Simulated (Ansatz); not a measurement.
**MgO: a jump of H**

Aim: the barrier when interstitial H hops to an equivalent place in MgO, in a supercell of 16 host sites. The ends are relaxed and joined by a climbing-image nudged elastic band.

Program: Ansatz 0.2.0. Level of theory: DFT PBEsol, scalar-relativistic, plane waves, PAW. These are calculated values, not measurements.

2 further runs of the same task are left out: 2 set aside as unsound or not needed.

## Step 1: The system as given

It takes space group Fm-3m (No. 225, cubic). The conventional cell has a = 4.214 Å, b = 4.214 Å, c = 4.214 Å, α = 90.00°, β = 90.00°, γ = 90.00°. Mg (site symmetry m-3m) has 6 O at 2.11 Å as nearest neighbours. O (site symmetry m-3m) is surrounded by 6 Mg at 2.11 Å.

Coordinates:

```cif
data_structure
_symmetry_space_group_name_H-M 'P 1'
_symmetry_Int_Tables_number 1
_cell_length_a 2.9798
_cell_length_b 2.9798
_cell_length_c 2.9798
_cell_angle_alpha 60.000
_cell_angle_beta 60.000
_cell_angle_gamma 60.000
_cell_volume 18.71
loop_
_atom_site_label
_atom_site_type_symbol
_atom_site_fract_x
_atom_site_fract_y
_atom_site_fract_z
_atom_site_occupancy
Mg1 Mg 0.00000 0.00000 0.00000 1
O1 O 0.50000 0.50000 0.50000 1
```

It goes back to an entry of the Materials Project.

It is the result of an earlier relaxation at this level (volume 9.35 Å³/atom; gap on the mesh: 4.62 eV).

## Step 2: The defect cell, relaxed

The supercell's rows are 0 -2 2; 0 0 2; -2 0 2 in vectors of the relaxed cell. Atom 17 is the H that will move.

File input.yaml:

```yaml
crystal:
  lattice:
    - [0.0, 4.2140464033, -4.2140464033]
    - [4.2140464033, 4.2140464033, 0.0]
    - [4.2140464033, 0.0, -4.2140464033]
  atoms:
    - { symbol: Mg, position: [0.0, 0.0, 0.5] }
    - { symbol: Mg, position: [0.0, 0.5, 0.5] }
    - { symbol: Mg, position: [0.5, 0.0, 0.5] }
    - { symbol: Mg, position: [0.5, 0.5, 0.5] }
    - { symbol: Mg, position: [0.0, 0.0, 1.0] }
    - { symbol: Mg, position: [0.0, 0.5, 1.0] }
    - { symbol: Mg, position: [0.5, 0.0, 1.0] }
    - { symbol: Mg, position: [0.5, 0.5, 1.0] }
    - { symbol: O, position: [0.25, 0.75, 0.25] }
    - { symbol: O, position: [0.25, 0.25, 0.25] }
    - { symbol: O, position: [0.75, 0.75, 0.25] }
    - { symbol: O, position: [0.75, 0.25, 0.25] }
    - { symbol: O, position: [0.25, 0.75, 0.75] }
    - { symbol: O, position: [0.25, 0.25, 0.75] }
    - { symbol: O, position: [0.75, 0.75, 0.75] }
    - { symbol: O, position: [0.75, 0.25, 0.75] }
    - { symbol: H, position: [0.859952117, 0.3887035696, 0.8755295679], spin: 1.0 }
basis:
  ecutwfc: 420
  xc_grid: 2
kpoints:
  mp_grid: { grid: [2, 2, 2], shift: [0.0, 0.0, 0.0] }
hamiltonian:
  xc: pbesol
scf:
  occupations: { method: gaussian, width: 0.02 }
output:
  forces: true
  stress: false
  eigenvalues: true
  populations: true
  write_density: true
  write_potential: true
  elf: true
  volumetric_format: npy
magnetization:
  spin_polarized: true
relax:
  adjacent_minimum: "off"
  f_tol: 0.02
  max_steps: 60
```

Launch:

```console
$ ansatz run input.yaml --threads 4 --pin off --max-ram 10240MiB --backend cpu --events-out ev --progress --plain --runs-dir out
```

The session goes on with these runs: the band, a jump of 2.11 Å.

Q: Predict the outcome of this session. Wanted: barrier forwards; barrier backwards; second end relative to first; highest image; neighbours of H at the start; at the top.

**Answer**, as computed:

| quantity | value |
| --- | --- |
| barrier forwards | 0.40 eV |
| barrier backwards | 0.40 eV |
| second end relative to first | 0.000 eV |
| highest image | 2 of 0 to 4, climbing |
| band iterations | 5 |
| neighbours of H at the start; at the top | 4 Mg at 1.85 Å, 4 O at 1.90 Å; 2 Mg at 1.65 Å, 2 O at 1.70 Å |

What this shows: Along this path the system climbs 0.40 eV from the first end (16 kT at 300 K), which at an assumed attempt frequency of 10^13 s⁻¹ means a rate near 10^6 s⁻¹. The ends differ by 1 meV at most. The input switches the test of curvatures off, so the top was not shown to be a first-order saddle. The top still moved by 13 meV in the last iteration, which bounds the digits to trust. In a cell of 16 sites the barrier is good to about a tenth of an eV.
